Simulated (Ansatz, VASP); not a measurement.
**TaN: VASP beside Ansatz**

```
CELL_PARAMETERS angstrom
0.00000 2.13452 2.13452
2.13452 0.00000 2.13452
2.13452 2.13452 0.00000
ATOMIC_POSITIONS crystal
Ta 0.50000 0.50000 0.50000
N 0.00000 0.00000 0.00000
```

Change from the starting cell: volume scaled by 0.94.

Alike in both runs: task single point; functional PBEsol; k mesh 9 × 9 × 9; occupations fermi-dirac, width 0.02 eV; no spin polarisation.

|  | VASP | Ansatz |
| --- | --- | --- |
| version | VASP 6.6.1 | Ansatz 0.2.0 |
| potentials or method | VASP PAW PBE potentials, release 64 (Ta_pv, N), cutoff 520 eV | all-electron LAPW, scalar-relativistic |

|  | VASP | Ansatz | Ansatz less VASP |
| --- | --- | --- | --- |
| pressure (GPa) | 32.5 | 30.7 | -1.80 |

Ansatz ran all-electron here, so the differences hold the error of VASP's frozen core and of both bases.

Caveats: so large a pressure means that the cell lies far from this level's equilibrium, or that cutoff or potentials fall short (VASP); the potentials were made for another functional, which shifts forces and pressure (VASP). The runs have no spin-orbit coupling, so splittings on Ta are missing.
